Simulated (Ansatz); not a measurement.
# Dielectric response of NaH (001) films

Aim: the electronic and static ε of rocksalt NaH (001) from films of three thicknesses in a field.

Main program and level: Ansatz 0.2.0; plane-wave DFT, PBE, Ansatz PAW (set soft_1); PAW set soft_1, in the first sound run; inputs show where later runs differ.

### Step 1. The starting structure

The cell holds 6 atoms: 3 Na and 3 H. Its edges and angles: a = 3.451 Å, b = 3.451 Å, c = 22.880 Å, α = 90.0°, β = 90.0°, γ = 90.0°. It derives from NaH (rocksalt NaH). Vacuum lies along c.

### Step 2. Relaxation, 6 atoms, units 3

The structure is relaxed first, because levels and dipoles at a surface follow the positions of the outer atoms.

input.yaml

```yaml
crystal:
  lattice:
    - [3.45068109, 0.0, 0.0]
    - [0.0, 3.45068109, 0.0]
    - [0.0, 0.0, 22.88]
  atoms:
    - { symbol: Na, position: [0.5, 0.5, 0.3933566434] }
    - { symbol: H, position: [0.0, 0.0, 0.3933566434] }
    - { symbol: Na, position: [0.0, 0.0, 0.5] }
    - { symbol: H, position: [0.5, 0.5, 0.5] }
    - { symbol: Na, position: [0.5, 0.5, 0.6066433566] }
    - { symbol: H, position: [0.0, 0.0, 0.6066433566] }
kpoints:
  mp_grid: { grid: [8, 8, 1] }
hamiltonian:
  xc: pbe
  pseudopotentials: { kind: paw, azcp: { folder: soft_1 } }
scf:
  occupations: { method: fixed }
  convergence: { dr2_threshold: 1.0e-09 }
efield:
  axis: 3
  dipole_correction: true
  ramp_position: 0.97
  ramp_width: 0.06
relax:
  f_tol: 0.003
  max_steps: 100
output:
  write_potential: true
  write_density: true
  volumetric_format: npy
```

Launch:

```bash
> ansatz run input.yaml --threads 4 --pin off --max-ram 8192MiB --backend cpu --events-out ev --progress --plain --runs-dir out
```

Numbers of over 12 decimals in the logs are rounded to 6 here.

The program printed:

```text
Engine: ansatz 0.2.0, x86_64-unknown-linux-gnu
Pseudopotentials: kind: paw
Pseudopotential: Na, paw, valence charge 9, recommended cutoff 420 eV (normal), soft_1/Na.paw.azcp
Pseudopotential: H, paw, valence charge 1, recommended cutoff 420 eV (normal), soft_1/H.paw.azcp
Functional definition: PBE
  parameter kappa = 0.804
  parameter beta = 0.066725
  exchange = pbe_x(kappa = kappa, mu = beta*pi^2/3)
  correlation = pbe_c(beta = beta)
Crystal: 6 atoms, lattice volume = 272.437 Å³
Basis set: ecut = 420 eV, 5297 PW (Γ), exchange–correlation on 48×48×320 points (8 copies of the dense FFT grid, shifted against one another)
Bands: 21, of which v1, the nominal top of the filled ones, is band 15 counted from 1 (14 counted from 0)
Symmetry: 8 space group operations
k-points: 15 of 64
Non-local potential: Na, projectors of the file, l = 0: 3, l = 1: 2, l = 2: 1
Non-local potential: H, projectors of the file, l = 0: 2, l = 1: 1
PAW form: soft (Blöchl's): semilocal exchange-correlation on the pseudo side does not see the compensation charge
PAW one-centre angular grid: Na, 110 points (default); XC on 64 Gauss nodes
PAW one-centre angular grid: H, 110 points (default); XC on 64 Gauss nodes
Initial density: superposition of atomic densities (neutral atoms: chi_scale 0, normalization atom)
Initial wavefunctions: pseudopotential atomic-orbital guess
Functional: x = pbe(κ = 0.804, μ = 0.219515), c = pbe(β = 0.066725)
SCF iter   1: F=—  HF=-4509.567728 eV  |F-HF|=—  |Δ(HF+E_count)|=         —  Δρ=3.49e-2  dr2=4.92e0  ethr=3.10e-3  p=0.000 e·Å  D=1.31e-14 V/Å  ΔV_dip=-0.00 eV  dr2_dipole=6.33e-11  V_vac-E_F(+/−)=8.97/8.97 eV  ⟨swp⟩=5.5  Hψ=1310  notcnv=0  defer=55
efield: sawtooth ramp at fractional position 0.9700 (set: `efield.ramp_position`, or a place that a band, a saddle search or an elastic batch's reference lends), width 0.0600; the density the first Hamiltonian is built on has a dipole p = 0.000 e·Å; the dipole correction subtracts the counter field D = 1.31e-14 V/Å, which shifts the + side's vacuum level by -0.00 eV against the − side's; the planar-averaged density in the ramp window peaks in size at 1.9e-6 e/Å³
preconditioner: auto → Resta (q_TF=auto, 1.889 Å⁻¹)  ε∞=1.4  [insulator: Δε(μ)=4.970 eV  Ē_g=8.318 eV  n_scr=24 (ndim 8)  ℏωp=5.5 eV  f_vac=0.584  ε∞_Penn≈1.4  vacuum switching on, ρ_ref=5.0e-3 e/Å³]
SCF iter   2: F=—  HF=-4507.847548 eV  |F-HF|=—  |Δ(HF+E_count)|=    1.72e0  Δρ=9.79e-3  dr2=5.36e-1  ethr=3.10e-3  p=-0.000 e·Å  D=-1.60e-6 V/Å  ΔV_dip=0.00 eV  dr2_dipole=8.08e-11  V_vac-E_F(+/−)=5.85/5.85 eV  ⟨swp⟩=2.1  Hψ=531  notcnv=0  defer=53
density mixer auto → msr1: gapped (density of states about μ 0.00 of a free-electron gas's, 24 screened modes)
SCF iter   3: F=—  HF=-4507.715235 eV  |F-HF|=—  |Δ(HF+E_count)|=   1.32e-1  Δρ=2.81e-3  dr2=1.63e-2  ethr=1.79e-3  p=-0.000 e·Å  D=-8.87e-6 V/Å  ΔV_dip=0.00 eV  dr2_dipole=5.34e-10  V_vac-E_F(+/−)=4.19/4.19 eV  ⟨swp⟩=2.5  Hψ=384  notcnv=0  defer=58
SCF iter   4: F=—  HF=-4507.727677 eV  |F-HF|=—  |Δ(HF+E_count)|=   1.24e-2  Δρ=6.88e-4  dr2=4.44e-3  ethr=5.42e-5  p=0.000 e·Å  D=1.50e-5 V/Å  ΔV_dip=-0.00 eV  dr2_dipole=2.27e-9  V_vac-E_F(+/−)=4.27/4.27 eV  ⟨swp⟩=2.7  Hψ=449  notcnv=0  defer=60
SCF iter   5: F=—  HF=-4507.726546 eV  |F-HF|=—  |Δ(HF+E_count)|=   1.13e-3  Δρ=1.58e-4  dr2=3.06e-4  ethr=1.48e-5  p=-0.000 e·Å  D=-2.82e-6 V/Å  ΔV_dip=0.00 eV  dr2_dipole=2.67e-11  V_vac-E_F(+/−)=4.16/4.16 eV  ⟨swp⟩=2.1  Hψ=421  notcnv=0  defer=60
SCF iter   6: F=—  HF=-4507.726537 eV  |F-HF|=—  |Δ(HF+E_count)|=   8.92e-6  Δρ=3.45e-5  dr2=8.91e-6  ethr=1.02e-6  p=0.000 e·Å  D=5.73e-6 V/Å  ΔV_dip=-0.00 eV  dr2_dipole=2.09e-10  V_vac-E_F(+/−)=4.11/4.11 eV  ⟨swp⟩=2.1  Hψ=368  notcnv=0  defer=60
SCF iter   7: F=—  HF=-4507.726537 eV  |F-HF|=—  |Δ(HF+E_count)|=   1.09e-7  Δρ=1.16e-5  dr2=4.44e-7  ethr=2.97e-8  p=-0.000 e·Å  D=-2.52e-6 V/Å  ΔV_dip=0.00 eV  dr2_dipole=4.20e-11  V_vac-E_F(+/−)=4.11/4.11 eV  ⟨swp⟩=2.3  Hψ=373  notcnv=0  defer=54
SCF iter   8: F=—  HF=-4507.726548 eV  |F-HF|=—  |Δ(HF+E_count)|=   1.10e-5  Δρ=1.09e-6  dr2=3.49e-9  ethr=1.48e-9  p=0.000 e·Å  D=3.48e-6 V/Å  ΔV_dip=-0.00 eV  dr2_dipole=8.20e-11  V_vac-E_F(+/−)=4.11/4.11 eV  ⟨swp⟩=2.1  Hψ=486  notcnv=0  defer=38
SCF iter   9: F=-4507.726548 eV  HF=-4507.726548 eV  |F-HF|=2.76e-10  |Δ(HF+E_count)|=  3.73e-11  Δρ=3.13e-7  dr2=3.41e-10  ethr=3.33e-12  p=-0.000 e·Å  D=-2.49e-6 V/Å  ΔV_dip=0.00 eV  dr2_dipole=4.21e-11  V_vac-E_F(+/−)=4.11/4.11 eV  ⟨swp⟩=7.1  Hψ=1562  notcnv=0
SCF 1 converged in 9 iterations: F = -4507.726548 eV  dr2 = 3.41e-10
  greatest PAW one-centre occupation: 0.999 electrons in one spin orbital (limit 2), on the Na atom at site 4 (counted from 0), in its partial waves of l = 0
relax step   1: F+E_penalty+E_count = -4507.72654783 eV  Δ(F+E_penalty+E_count) = +0.000e0 eV  max|allowed force component| = 8.409e-2 eV/Å  Δτ_max = 0.0000 Å  (9 SCF iters, accepted)
Initial density: handed on by an earlier stage of this run
Initial wavefunctions: those handed on with the density
iter 1 solved again at ethr=2.28e-5 eV; its pass at ethr=3.10e-3 eV (dr2=6.84e-3 eV) is discarded
SCF iter   1: F=—  HF=-4507.715448 eV  |F-HF|=—  |Δ(HF+E_count)|=         —  Δρ=7.03e-4  dr2=6.94e-3  ethr=2.28e-5  p=-0.000 e·Å  D=-2.49e-6 V/Å  ΔV_dip=0.00 eV  dr2_dipole=3.04e-10  V_vac-E_F(+/−)=4.11/4.11 eV  ⟨swp⟩=1.9  Hψ=1350  notcnv=0  defer=53
efield: sawtooth ramp at fractional position 0.9700 (set: `efield.ramp_position`, or a place that a band, a saddle search or an elastic batch's reference lends), width 0.0600; the density the first Hamiltonian is built on has a dipole p = -0.000 e·Å; the dipole correction subtracts the counter field D = -2.49e-6 V/Å, which shifts the + side's vacuum level by +0.00 eV against the − side's; the planar-averaged density in the ramp window peaks in size at 6.8e-7 e/Å³
preconditioner: auto → Resta (q_TF=auto, 1.889 Å⁻¹)  ε∞=1.7  [insulator: Δε(μ)=3.514 eV  Ē_g=6.664 eV  n_scr=24 (ndim 8)  ℏωp=5.5 eV  f_vac=0.649  ε∞_Penn≈1.7  vacuum switching on, ρ_ref=3.2e-3 e/Å³]
SCF iter   2: F=—  HF=-4507.716839 eV  |F-HF|=—  |Δ(HF+E_count)|=   1.39e-3  Δρ=5.07e-4  dr2=1.71e-3  ethr=2.28e-5  p=0.000 e·Å  D=3.64e-6 V/Å  ΔV_dip=-0.00 eV  dr2_dipole=4.89e-12  V_vac-E_F(+/−)=4.24/4.24 eV  ⟨swp⟩=2.9  Hψ=372  notcnv=0  defer=60  κ⁻¹=1.0e0(r=1)
density mixer auto → broyden: gapped, where msr1 would fit the directions that read negative (density of states about μ 0.00 of a free-electron gas's, 24 screened modes)
[...]
density mixer auto → broyden: gapped, where msr1 would fit the directions that read negative (density of states about μ 0.01 of a free-electron gas's, 24 screened modes)
SCF iter   3: F=—  HF=-4507.730447 eV  |F-HF|=—  |Δ(HF+E_count)|=   1.34e-5  Δρ=1.41e-4  dr2=7.95e-5  ethr=2.04e-6  p=0.000 e·Å  D=1.44e-6 V/Å  ΔV_dip=-0.00 eV  dr2_dipole=9.78e-15  V_vac-E_F(+/−)=4.23/4.23 eV  ⟨swp⟩=2.0  Hψ=365  notcnv=0  defer=60  κ⁻¹=1.1e-2(r=2)
SCF iter   4: F=—  HF=-4507.730482 eV  |F-HF|=—  |Δ(HF+E_count)|=   3.55e-5  Δρ=2.23e-5  dr2=1.61e-6  ethr=2.65e-7  p=0.000 e·Å  D=1.48e-6 V/Å  ΔV_dip=-0.00 eV  dr2_dipole=5.02e-14  V_vac-E_F(+/−)=4.20/4.20 eV  ⟨swp⟩=2.0  Hψ=356  notcnv=0  defer=58  κ⁻¹=4.8e-4(r=3)
SCF iter   5: F=—  HF=-4507.730491 eV  |F-HF|=—  |Δ(HF+E_count)|=   8.58e-6  Δρ=5.34e-6  dr2=7.53e-8  ethr=5.38e-9  p=0.000 e·Å  D=1.37e-6 V/Å  ΔV_dip=-0.00 eV  dr2_dipole=3.77e-16  V_vac-E_F(+/−)=4.20/4.20 eV  ⟨swp⟩=2.0  Hψ=351  notcnv=0  defer=44  κ⁻¹=1.6e-5(r=4)
SCF iter   6: F=—  HF=-4507.730491 eV  |F-HF|=—  |Δ(HF+E_count)|=   1.06e-7  Δρ=1.67e-6  dr2=7.51e-9  ethr=2.51e-10  p=0.000 e·Å  D=1.38e-6 V/Å  ΔV_dip=-0.00 eV  dr2_dipole=4.02e-15  V_vac-E_F(+/−)=4.20/4.20 eV  ⟨swp⟩=2.0  Hψ=341  notcnv=0  defer=44  κ⁻¹=1.0e-6(r=5)
SCF iter   7: F=-4507.730491 eV  HF=-4507.730491 eV  |F-HF|=6.66e-9  |Δ(HF+E_count)|=   5.10e-9  Δρ=4.35e-7  dr2=4.64e-10  ethr=3.33e-12  p=0.000 e·Å  D=1.40e-6 V/Å  ΔV_dip=-0.00 eV  dr2_dipole=2.14e-15  V_vac-E_F(+/−)=4.20/4.20 eV  ⟨swp⟩=7.6  Hψ=1513  notcnv=0
SCF 3 converged in 7 iterations: F = -4507.730491 eV  dr2 = 4.64e-10
relax step   3: F+E_penalty+E_count = -4507.73049098 eV  Δ(F+E_penalty+E_count) = -3.943e-3 eV  max|allowed force component| = 1.643e-2 eV/Å  Δτ_max = 0.0494 Å  (7 SCF iters, accepted)
SCF iter   1: F=—  HF=-4507.730886 eV  |F-HF|=—  |Δ(HF+E_count)|=         —  Δρ=4.09e-4  dr2=8.24e-4  ethr=1.14e-5  p=0.000 e·Å  D=1.40e-6 V/Å  ΔV_dip=-0.00 eV  dr2_dipole=2.81e-11  V_vac-E_F(+/−)=4.20/4.20 eV  ⟨swp⟩=3.3  Hψ=658  notcnv=0  defer=60
efield: sawtooth ramp at fractional position 0.9700 (set: `efield.ramp_position`, or a place that a band, a saddle search or an elastic batch's reference lends), width 0.0600; the density the first Hamiltonian is built on has a dipole p = 0.000 e·Å; the dipole correction subtracts the counter field D = 1.40e-6 V/Å, which shifts the + side's vacuum level by -0.00 eV against the − side's; the planar-averaged density in the ramp window peaks in size at 1.5e-6 e/Å³
preconditioner: auto → Resta (q_TF=auto, 1.889 Å⁻¹)  ε∞=1.7  [insulator: Δε(μ)=3.245 eV  Ē_g=6.556 eV  n_scr=24 (ndim 8)  ℏωp=5.5 eV  f_vac=0.646  ε∞_Penn≈1.7  vacuum switching on, ρ_ref=3.1e-3 e/Å³]
SCF iter   2: F=—  HF=-4507.730683 eV  |F-HF|=—  |Δ(HF+E_count)|=   2.04e-4  Δρ=1.63e-4  dr2=7.66e-5  ethr=2.75e-6  p=-0.000 e·Å  D=-4.44e-7 V/Å  ΔV_dip=0.00 eV  dr2_dipole=4.01e-13  V_vac-E_F(+/−)=4.19/4.19 eV  ⟨swp⟩=1.7  Hψ=453  notcnv=0  defer=57  κ⁻¹=1.0e0(r=1)
density mixer auto → broyden: gapped, where msr1 would fit the directions that read negative (density of states about μ 0.01 of a free-electron gas's, 24 screened modes)
SCF iter   3: F=—  HF=-4507.730672 eV  |F-HF|=—  |Δ(HF+E_count)|=   1.06e-5  Δρ=3.93e-5  dr2=3.90e-6  ethr=2.55e-7  p=-0.000 e·Å  D=-7.63e-7 V/Å  ΔV_dip=0.00 eV  dr2_dipole=1.19e-14  V_vac-E_F(+/−)=4.18/4.18 eV  ⟨swp⟩=2.0  Hψ=341  notcnv=0  defer=53  κ⁻¹=9.0e-3(r=2)
SCF iter   4: F=—  HF=-4507.730669 eV  |F-HF|=—  |Δ(HF+E_count)|=   3.19e-6  Δρ=7.26e-6  dr2=1.82e-7  ethr=1.30e-8  p=-0.000 e·Å  D=-7.08e-7 V/Å  ΔV_dip=0.00 eV  dr2_dipole=1.10e-14  V_vac-E_F(+/−)=4.19/4.19 eV  ⟨swp⟩=1.9  Hψ=308  notcnv=0  defer=39  κ⁻¹=3.9e-4(r=3)
SCF iter   5: F=—  HF=-4507.730683 eV  |F-HF|=—  |Δ(HF+E_count)|=   1.41e-5  Δρ=2.67e-6  dr2=1.01e-8  ethr=6.08e-10  p=-0.000 e·Å  D=-7.66e-7 V/Å  ΔV_dip=0.00 eV  dr2_dipole=5.43e-15  V_vac-E_F(+/−)=4.19/4.19 eV  ⟨swp⟩=2.0  Hψ=340  notcnv=0  defer=22  κ⁻¹=5.3e-6(r=4)
SCF iter   6: F=—  HF=-4507.730683 eV  |F-HF|=—  |Δ(HF+E_count)|=   2.96e-8  Δρ=9.27e-7  dr2=3.28e-9  ethr=3.33e-12  p=-0.000 e·Å  D=-7.22e-7 V/Å  ΔV_dip=0.00 eV  dr2_dipole=7.06e-16  V_vac-E_F(+/−)=4.19/4.19 eV  ⟨swp⟩=7.8  Hψ=1519  notcnv=0  κ⁻¹=1.1e-6(r=5)
SCF iter   7: F=-4507.730683 eV  HF=-4507.730683 eV  |F-HF|=4.11e-10  |Δ(HF+E_count)|=  7.32e-10  Δρ=7.45e-8  dr2=1.11e-11  ethr=3.33e-12  p=-0.000 e·Å  D=-7.06e-7 V/Å  ΔV_dip=0.00 eV  dr2_dipole=3.22e-16  V_vac-E_F(+/−)=4.19/4.19 eV  ⟨swp⟩=5.0  Hψ=1545  notcnv=0
SCF 4 converged in 7 iterations: F = -4507.730683 eV  dr2 = 1.11e-11
relax step   4: F+E_penalty+E_count = -4507.73068286 eV  Δ(F+E_penalty+E_count) = -1.919e-4 eV  max|allowed force component| = 9.831e-4 eV/Å  Δτ_max = 0.0118 Å  (7 SCF iters, accepted)
NSCF: frozen V_eff on 15 k-points
the band table was solved once a step of the walk had ended and its energy, with any forces and stress, was formed, with the checks that follow a solve (2206 applications of the Hamiltonian). They found nothing against the state; the energy, forces and stress were not computed again (output.eigenvalues in the input reference)
SCF converged after 7 iterations
Stability not checked: this state was not tested for a lower state beside it, because the mixer in use, unlike msr1, does not test its closes by its own steps (another_mixer; see scf.mixing.algorithm and scf.lower_state_search)
Free energy (F): -4507.730683 eV
Harris-Foulkes:  -4507.730683 eV  (|F-HF|=4.11e-10)
Internal energy: -4507.730683 eV  (E = F + TS)
E sigma→0 (E₀):  -4507.730683 eV
Fermi energy:    -2.577024 eV
Dipole field:    D = -0.000001 V/Å  (p = -0.000001 e·Å, saw-weighted, corrected)
Work function:   Φ+ = 4.1877 eV   Φ− = 4.1876 eV
Levels:          The Fermi level and band energies are counted from a zero that moves with the ramp; work functions are not
--- Per-component energies (eV) ---
  E_band       = -794.129025
  E_kinetic    = 378.006891
  E_local      = -17296.648353  (includes V_loc(G=0)·N_el)
  E_nonlocal   = 836.425479
  E_hartree    = 7881.320874
  E_xc         = -137.470965
  E_vxc        = -176.799736  (∫ρ·V_xc dr)
  E_paw        = -881.357961  (= ΣΔE_a)
  E_vpaw       = -297.752668  (= ΣTr[D̂ρ^β])
  E_aug_tail   = -0.002505  (compensation charges beyond the density's cutoff)
  E_efield     = 0.000000  (sawtooth field / dipole correction)
  E_vefield    = -0.000000  (∫n·V_field dr)
  E_ewald      = 4711.995857
  E_smearing   = -0.000000  (= −TS)
  E_closure    = 0.000000  (closes the sum)
  Σ components = -4507.730683   (vs F -4507.730683, Δ=0.00e0)
--- Forces (eV/Å), atoms counted from 1 ---
  atom   1  Na     0.00000000     0.00000000     0.00098309
  atom   2  H      0.00000000     0.00000000     0.00078758
  atom   3  Na     0.00000000     0.00000000     0.00000383
  atom   4  H      0.00000000     0.00000000    -0.00000131
  atom   5  Na    -0.00000000     0.00000000    -0.00097919
  atom   6  H      0.00000000     0.00000000    -0.00079397
  max |Σ_I F_I| component: 3.10e-8 eV/Å
--- Band table (eV; the first three rows and the last of 15) ---
  k-point 0: bands = [... 11 lower, -24.8986, -5.9431, -4.8563, -3.5858, 0.6429, 0.8580, 1.8524, 2.2720, ... 2 higher]
  k-point 1: bands = [... 11 lower, -24.8981, -5.7728, -4.7043, -3.4872, 0.8276, 1.0056, 2.0318, 2.4622, ... 2 higher]
  k-point 2: bands = [... 11 lower, -24.8968, -5.2818, -4.2829, -3.2732, 1.3269, 1.3640, 2.5149, 2.8918, ... 2 higher]
  k-point 14: bands = [... 11 lower, -24.9061, -2.9068, -2.6773, -2.5770, 2.1480, 2.1480, 3.3038, 3.3038, ... 2 higher]
--- Relaxed structure (4 steps of the walk, 3 accepted, 0 SCFs on fresh bases) ---
  F+E_penalty+E_count = -4507.73068286 eV   max|allowed force component| = 9.831e-4 eV/Å
  atoms:
    - { symbol: Na, position: [0.5, 0.5, 0.395777] }
    - { symbol: H, position: [0, 0.0, 0.394589] }
    - { symbol: Na, position: [0, 0.0, 0.500000] }
    - { symbol: H, position: [0.5, 0.5, 0.500000] }
    - { symbol: Na, position: [0.5, 0.5, 0.604223] }
    - { symbol: H, position: [0, 0.0, 0.605411] }
```

Elapsed: 12 s, on 4 threads of Intel Xeon Platinum 8259CL at 2.50GHz (Skylake/Cascade Lake), shared host; peak memory 0.54 GiB.

The steps of the relaxation:

```csv
step,energy less that of the first step (eV),largest force component (eV/Å)
1,0.0000,0.0841
2,0.0088,0.1691
3,-0.0039,0.0164
4,-0.0041,0.0010
```

Relaxation step 2 was tried and not accepted.

Forces are held to the 8 operations that the run works with; a distortion that breaks them can't arise in this run.

The atoms that moved most (Å):

```csv
atom,dx,dy,dz,length
Na5,0.000,0.000,-0.055,0.055
Na1,0.000,0.000,0.055,0.055
H2,0.000,0.000,0.028,0.028
H6,0.000,0.000,-0.028,0.028
```

The relaxed structure:

```xyz
6
Lattice="3.4507 0.0000 0.0000 0.0000 3.4507 0.0000 0.0000 0.0000 22.8800" Properties=species:S:1:pos:R:3
Na    1.7253    1.7253    9.0554
H     0.0000    0.0000    9.0282
Na    0.0000    0.0000   11.4400
H     1.7253    1.7253   11.4400
Na    1.7253    1.7253   13.8246
H     0.0000    0.0000   13.8518
```

Numbers from this step:

```
gap on the k-mesh             : 3.220 eV
dipole along the normal       : -1.09e-6 e·Å
ionisation energy, upper face : 4.188 eV
electron affinity, upper face : 0.9678 eV
```

Running mean over 2.44 Å of the planar mean; the ramp of the sawtooth is left out. Table of electron's electrostatic potential energy less the highest filled level by z:

z (Å), electron's electrostatic potential energy less the highest filled level (eV) and a bar from the least value:
```
      3.5       4.19 ##############################
      4.0       4.19 ##############################
      4.5       4.19 ##############################
      5.0       4.19 ##############################
      5.5       4.18 ##############################
      6.0       4.17 ##############################
      6.5       4.11 ##############################
      7.0       3.94 ############################
      7.5       3.18 ########################
      8.0       1.17 ###########
      8.5       0.00 ###
      9.0      -0.24 #
      9.5      -0.31 #
     10.0      -0.45 
     10.5      -0.44 
     11.0      -0.30 #
     11.5      -0.28 #
     12.0      -0.31 #
     12.5      -0.47 
     13.0      -0.41 
     13.5      -0.30 #
     14.0      -0.21 ##
     14.5       0.15 ####
     15.0       1.68 ##############
     15.5       3.49 #########################
     16.0       4.00 #############################
     16.5       4.13 ##############################
     17.0       4.17 ##############################
     17.5       4.18 ##############################
     18.0       4.19 ##############################
     18.5       4.19 ##############################
     19.0       4.19 ##############################
     19.5       4.19 ##############################
```

The relaxation took 4 steps and lowered the energy by 0.0041 eV; the largest force on the free atoms ends at 9.8e-4 eV/Å.

The gap is 3.22 eV, with the valence edge 4.19 eV and the conduction edge 0.97 eV under the upper vacuum level.

[end of part 1 of 5]

[Logs are printed without paths, hosts, clocks, repeated set-up lines and the standing remarks that a program may print on its own settings, such as how far it seeks lower states.]

[Hosts, paths, dates, database ids (printed as entryN), source tags and the programs' standing remarks are cut or masked in the printed files.]

[Maps of the electrostatic potential energy from Ansatz leave out the sawtooth potential of an applied field or a dipole correction, so their vacuum need not be flat; planar profiles and work functions include it.]
